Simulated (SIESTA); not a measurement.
Crystal: AlRu.

```xyz
2
Lattice="2.9916 0.0000 0.0000 0.0000 2.9916 0.0000 0.0000 0.0000 2.9916" Properties=species:S:1:pos:R:3 pbc="T T T"
Ru    1.4958    1.4958    1.4958
Al    0.0000    0.0000    0.0000
```

Base run:

- Program: SIESTA 5.4.2
- Functional: PBE
- Potentials or basis: PseudoDojo 0.4 standard (PBE files)
- Basis: DZP (energy shift 0.003 Ry; two zetas on semicore shells)
- Grid cutoff: 800 Ry
- Energy shift: 0.003 Ry
- k mesh: 9 × 9 × 9
- Occupations: fermi-dirac, width 0.05 eV
- Spin: no spin polarisation

Its results: band gap on the k mesh none (metal or under the smearing width); pressure 4.1 GPa.

Q: The run is repeated on the same cell with these changes: functional from PBE to LDA; potentials or basis from PseudoDojo 0.4 standard (PBE files) to PseudoDojo 0.4 standard (LDA files). What comes out?

A: Band gap on the k mesh none (metal or under the smearing width); pressure -6.8 GPa.

Caveats: the basis of atomic orbitals isn't converged, which shifts pressures, moduli and gaps.

Not every run made on this cell is shown here.
